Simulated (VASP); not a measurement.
A run of VASP 6.6.1 is set up as follows.

File INCAR:

```
ALGO     = Normal         # electronic algorithm
EDIFF    = 1E-7           # SCF threshold, eV
EDIFFG   = -0.01          # ionic threshold
ENCUT    = 300            # plane-wave cutoff, eV
GGA      = PE             # functional
IBRION   = 2              # ionic algorithm
ISIF     = 4              # what is computed and relaxed
ISMEAR   = 1              # smearing method
LASPH    = True           # aspherical terms in the spheres
LCHARG   = False          # write CHGCAR
LREAL    = False          # projectors in reciprocal space
LWAVE    = False          # write WAVECAR
NELM     = 80             # most SCF steps
NSW      = 40             # ionic steps
PREC     = Accurate       # precision mode
SIGMA    = 0.1            # smearing width, eV
```

KPOINTS

```
k-points
0
Gamma
  8 8 5
```

POSCAR

```
Ru                                      
1.0
    2.7471354872      0.0000000000      0.0000000000
   -1.3735677436      2.3790891196      0.0000000000
    0.0000000000      0.0000000000      4.3319434945
  Ru            
     2
Direct
     0.3333333332999970    0.6666666667000030    0.2500000000000000
     0.6666666667000030    0.3333333332999970    0.7500000000000000
```

Potentials or basis: VASP PAW PBE potentials, release 64 (Ru).

Launch:

```sh
$ cat potpaw_PBE.64/Ru/POTCAR > POTCAR
$ mpirun -np 1 vasp_std > vasp.out
```

(1) Estimate the energy gained by relaxing.

(2) Estimate the band gap on the k mesh.

Results:

(1) 0.0 meV/atom.

(2) none (metal or under the smearing width).
